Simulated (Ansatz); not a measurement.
Rh: strain energy, fitted

Rh, P6_3/mmc, a = 2.704 Å, c = 4.349 Å. This isn't the element's structure at ambient conditions. Ansatz: r2SCAN, PAW, 500 eV, Γ-centred 24×24×12 mesh on 2 atoms, Gaussian smearing 0.10 eV; no spin polarisation. Series: equal strain along all axes, cell held, atoms fixed by symmetry; x is the strain in per cent. y is the free energy over the unstrained cell, V0 = 13.764 Å³/atom.

| x (%) | y (meV/atom) |
| --- | --- |
| -6.0 | ? |
| -4.0 | 204.79 |
| -2.0 | 46.97 |
| 0.0 | 0.00 |
| 2.0 | 39.89 |
| 4.0 | 146.92 |
| 6.0 | 304.92 |

Task: Fit y = c2 x² + c3 x³ to the other rows, turn c2 into a modulus, and predict the missing energy.

Result: Least squares on the rows shown. y = 11.036 x² − 0.43131 x³. In eV per unit strain² c2 is 110.4; the stiffness is B for this strain (E = 9/2 B V0 ε², shape held): 2 × 110.4 × 160.2 / (9 × 13.764) = 285 GPa. At x = -6.0 the fit asked for gives 490.46 meV/atom. The run gave 502.51 meV/atom, so the fit is 12.05 meV/atom too low, 2.4 % of the span of the series, against an rms of 1.12 meV/atom on the fitted rows. The row lies outside the fitted range. With a term in x⁴ added, a fit to the same known rows predicts 500.27 meV/atom, so most of the miss is curvature that the known rows already hold.